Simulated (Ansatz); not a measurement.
Cu: band structure with PBEsol

Cu:

```xyz
1
Lattice="-1.4428 1.4428 1.3761 1.4428 -1.4428 1.3761 1.4428 1.4428 -1.3761" Properties=species:S:1:pos:R:3 pbc="T T T"
Cu    0.0000    0.0000    0.0000
```

This isn't the form of Cu at room conditions, which is fcc.

```yaml
Program: Ansatz 0.2.0
Task: band structure
Functional: PBEsol
Potentials_or_basis: all-electron PAW datasets made for the crystal
Cutoff: 320 eV (chosen from the basis error)
k_mesh: 13 × 13 × 13
Occupations: fermi-dirac, width 0.05 eV
Spin: no spin polarisation
```

| Item | Value |
| --- | --- |
| Pressure | -1.4 GPa |
| Band gap along the path | none (metal or under the smearing width) |

Levels at the corners of the path, in eV from the Fermi level:
```tsv
point	band 1	band 2	band 3	band 4	band 5	band 6	band 7	band 8	band 9	band 10
Γ	-9.61	-3.24	-3.04	-3.04	-2.15	-1.94	24.91	24.91	26.16	28.90
X	-5.20	-3.70	-2.22	-1.97	-1.28	-0.93	4.21	18.61	18.87	22.52
M	-4.77	-4.72	-1.45	-1.45	-1.40	7.70	7.70	9.54	13.42	14.04
Γ	-9.61	-3.24	-3.04	-3.04	-2.15	-1.94	24.91	24.91	26.16	28.90
Z	-4.75	-4.70	-1.48	-1.48	-1.41	7.78	7.78	9.12	13.44	14.20
P	-3.87	-3.87	-3.77	-1.94	-1.84	6.43	6.76	6.76	7.87	39.44
N	-5.15	-3.95	-2.06	-1.83	-1.25	-0.56	4.74	17.35	17.44	21.36
Z1	-4.75	-4.70	-1.48	-1.48	-1.41	7.78	7.78	9.12	13.44	14.20
```

It took 11 s on 1 thread of Arm Neoverse V1 (shared host), peak memory 0.4 GiB.

Caveat: the program warned that the printed levels may be off, so bands, gaps and densities of states are rough.
